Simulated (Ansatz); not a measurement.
# A small benchmark: atomisation enthalpy at 298 K

6 molecules of light elements (H to F); the atomisation enthalpy at 298 K in kJ/mol, computed less measured. Shapes, held fixed at every level: PBE0-D4/def2-TZVP. Flexible molecules stand in one conformer, not always the lowest. Thermal terms are harmonic and unscaled (PBE/def2-SVP, PBE0-D4/def2-TZVP); the spin-orbit lowering of the free atoms is taken from their spectra. Programs: Ansatz 0.2.0. Measured values: Active Thermochemical Tables, CRC Handbook of Chemistry and Physics.

Levels: A = r2SCAN/def2-SVP; B = B2PLYP/def2-TZVPP; C = MP2/def2-TZVPP; D = BCCD(T)/def2-SVP.

```json
{"molecule": "C2H3F3 (SMILES FCC(F)F)", "from tabulated heats": "3057", "A": "-19", "B": "-97", "C": "-48", "D": "-213"}
{"molecule": "C3H3NO (SMILES c1cocn1)", "from tabulated heats": "3542", "A": "+56", "B": "-28", "C": "+9", "D": "-188"}
{"molecule": "C4H5N (pyrrole)", "from tabulated heats": "4322", "A": "+60", "B": "-30", "C": "-11", "D": "-202"}
{"molecule": "C4H5N (SMILES C=CCC#N)", "from tabulated heats": "4270", "A": "+14", "B": "-29", "C": "-22", "D": "-194"}
{"molecule": "C4H6 (cyclobutene)", "from tabulated heats": "4019", "A": "+31", "B": "-46", "C": "-42", "D": "-165"}
{"molecule": "C3H8 (SMILES CCC)", "from tabulated heats": "3999", "A": "+15", "B": "-36", "C": "-71", "D": "-151"}
```

Problem. Sum up the errors.

Solution. 
```json
{"level": "r2SCAN/def2-SVP", "kind": "meta-GGA", "mean error": "+26.2", "mean absolute error": "32.5", "worst case": "C4H5N (pyrrole)"}
{"level": "B2PLYP/def2-TZVPP", "kind": "double hybrid", "mean error": "-44.3", "mean absolute error": "44.3", "worst case": "C2H3F3"}
{"level": "MP2/def2-TZVPP", "kind": "perturbation theory", "mean error": "-30.8", "mean absolute error": "33.8", "worst case": "C3H8"}
{"level": "BCCD(T)/def2-SVP", "kind": "coupled cluster or CI", "mean error": "-185.5", "mean absolute error": "185.5", "worst case": "C2H3F3"}
```

On this set r2SCAN/def2-SVP has the smallest mean absolute error and BCCD(T)/def2-SVP the largest. r2SCAN/def2-SVP is too high in 5 of 6; B2PLYP/def2-TZVPP is too low in 6 of 6; MP2/def2-TZVPP is too low in 5 of 6; BCCD(T)/def2-SVP is too low in 6 of 6. Heats of the atoms come from ATcT where it has them. The levels differ in basis as well as in method. The tabulated value of C2H3F3 is in doubt (older tables, estimates, or at odds with other calculations) and kept here. Over the 5 molecules whose values aren't doubted the mean absolute errors are A 35.2; B 33.8; C 31.0; D 180.0. The smallest two are near a tie. A functional in a double-zeta set wins here by errors that cancel. Correlated wave functions converge slowly with the basis. The set is small.

The large, uniform underbinding by BCCD(T) reflects the small basis rather than a failure of coupled cluster theory, which is normally the most reliable of these methods near the basis-set limit. Bond formation creates electron pairs whose short-range correlation needs functions of high angular momentum, so a double-zeta set loses more correlation energy in the molecule than in the separated atoms.

MP2 shows a different pattern: its error runs from -71 for propane to +9 for oxazole. Second-order theory tends to overestimate correlation among easily polarised π electrons, which probably offsets part of the basis deficit in the unsaturated molecules.

The two C4H5N isomers separate total from relative errors. B2PLYP misses both by nearly the same amount (-30 and -29), so their energy difference is reproduced well, whereas r2SCAN favours pyrrole too strongly over the open-chain nitrile (+60 against +14). A small mean error in atomisation therefore doesn't guarantee good reaction energies, even between isomers.
